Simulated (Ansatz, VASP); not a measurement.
# SnS2 (Berndtite-2T): VASP beside Ansatz

```
S Sn
1.0
     3.66863    0.00000    0.00000
    -1.83431    3.17712    0.00000
     0.00000    0.00000   29.57601
S Sn
6 3
Direct
  0.66667 0.33333 0.25342
  0.33333 0.66667 0.35355
  0.66667 0.33333 0.45000
  0.33333 0.66667 0.55000
  0.66667 0.33333 0.64645
  0.33333 0.66667 0.74658
  0.00000 0.00000 0.30353
  0.00000 0.00000 0.50000
  0.00000 0.00000 0.69647
```

Alike in both runs: functional PBE; dispersion D3(BJ); k mesh 9 × 9 × 1; occupations gaussian, width 0.05 eV; no spin polarisation.

Ansatz relaxed the structure, and its values are those at the end. VASP's run is a single point on that final structure, the one shown.

|  | VASP | Ansatz |
| --- | --- | --- |
| version | VASP 6.6.1 | Ansatz 0.2.0 |
| potentials or method | VASP PAW PBE potentials, release 64 (S, Sn_d) | scalar-relativistic, plane waves, PAW |
| plane-wave cutoff (eV) | 520 | 420 |
| valence electrons in the cell | 78 | 78 |

Ansatz gave:

```
gap on the k mesh at the Fermi level (eV) : 1.47
least direct gap on the mesh (eV)         : 1.72
```

Task: What did VASP give for the same quantities?

Result: gap on the k mesh at the Fermi level (eV): 1.48; least direct gap on the mesh (eV): 1.72.

Caveats: spin-orbit coupling is left out, which moves the levels of the heavy elements.
